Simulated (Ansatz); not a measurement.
A run of Ansatz 0.2.0 is set up as follows.

input.yaml

```yaml
crystal:
  lattice:
    - [3.571, 0.0, 0.0]
    - [0.0, 3.571, 0.0]
    - [0.0, 0.0, 3.571]
  atoms:
    - { symbol: Co, position: [0.5, 0.5, 0.0], spin: 2.0 }
    - { symbol: Co, position: [0.5, 0.0, 0.5], spin: 2.0 }
    - { symbol: Co, position: [0.0, 0.5, 0.5], spin: 2.0 }
    - { symbol: Ti, position: [0.0, 0.0, 0.0], spin: 1.0 }
kpoints:
  mp_grid: { grid: [8, 8, 8] }
  band_path:
    path:
      - [0.0, 0.0, 0.0]
      - [0.0, 0.5, 0.0]
      - [0.5, 0.5, 0.0]
      - [0.0, 0.0, 0.0]
      - [0.5, 0.5, 0.5]
      - [0.0, 0.5, 0.0]
    npoints: 10
scf:
  occupations: { method: fermi_dirac, width: 0.05 }
hamiltonian:
  xc: pbesol
  pseudopotentials:
    kind: all_electron
    lapw: { basis_error: 0.002 }
    relativity: none
magnetization:
  spin_polarized: true
output:
  forces: true
  stress: true
  eigenvalues: true
```

Potentials or basis: all-electron LAPW, non-relativistic.

The run is started by

```sh
$ ansatz run input.yaml --threads 4 --pin off --max-ram 12288MiB --backend cpu --events-out ev --progress --plain --runs-dir out
```

(1) What does it give for the absolute moment?

(2) Predict the band gap along the path.

## Answers

(1) 3.61 μB per cell.

(2) none (metal or under the smearing width).

Caveat: the starting moments weren't kept.
